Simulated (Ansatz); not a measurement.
# Calculated 113In NMR of the central transition for In₅AgTe₈

Cell: a computed structure from the Materials Project (it need not be an observed phase), taken as it stands.

Space group C2 (No. 5); a = 8.9611, b = 12.5756, c = 8.9648 Å, β = 90.24°.

```csv
site,Wyckoff,site symmetry,x,y,z
In1,2a,2,0.5000,0.9888,0.0000
In2,2b,2,0.5000,0.5112,0.5000
In3,2b,2,0.5000,0.9986,0.5000
In4,4c,1,0.2632,0.7495,0.7541
Ag,2a,2,0.5000,0.5016,0.0000
Te7,4c,1,0.7557,0.8646,0.9807
Te8,4c,1,0.2456,0.8656,0.4783
Te11,4c,1,0.4716,0.6354,0.2462
Te12,4c,1,0.4844,0.1348,0.7518
```

One atom of each set is listed; the run and its k-mesh use a cell of 14 atoms with edges of 7.72, 7.72, 8.96 Å.

The numbers come from a DFT calculation in Ansatz (r2SCAN, plane waves and PAW, scalar-relativistic, 500 eV cutoff, Γ-centred 4×4×3 k-points, Fermi–Dirac smearing 0.02 eV).

113In has I = 9/2 and Q = 761.0 mb (Pyykkö 2018); at 11.7 T its Larmor frequency is ν₀ = 109.6 MHz (from the bare nuclear moment; shielding lowers the observed one by a per cent or two). Only the quadrupole interaction is simulated: positions count from each site's isotropic chemical shift, and shift anisotropy, dipolar and J coupling are left out.

(1) Simulate the second-order pattern (static powder, Gaussian broadening 100 kHz) of site In2 (4 Te at 2.77–2.87 Å).

## Answers

(1) The calculation gives C_Q = -129 MHz and η = 0.98, so ν_Q = 5.36 MHz and the centre of gravity lies at -2527 ppm (-277 kHz).

```csv
offset (kHz),height
-1520.0,0
-1459.8,1
-1399.6,8
-1339.4,19
-1279.2,23
-1219.0,24
-1158.8,25
-1098.6,26
-1038.4,26
-978.2,27
-918.0,28
-857.8,29
-797.6,30
-737.4,32
-677.2,33
-617.0,34
-556.8,36
-496.5,38
-436.3,41
-376.1,43
-315.9,47
-255.7,51
-195.5,57
-135.3,66
-75.1,82
-14.9,100
45.3,94
105.5,74
165.7,53
225.9,34
286.1,28
346.3,26
406.5,24
466.7,23
526.9,22
587.1,21
647.3,17
707.6,7
767.8,1
828.0,0
```

Without spin–orbit coupling the gradients at and beside Te can be off by some per cent, at some sites by more. With a gap of 0.5 eV on this mesh, small gradients can still move by 0.1 × 10²¹ V/m² or more as the k-mesh gets denser.
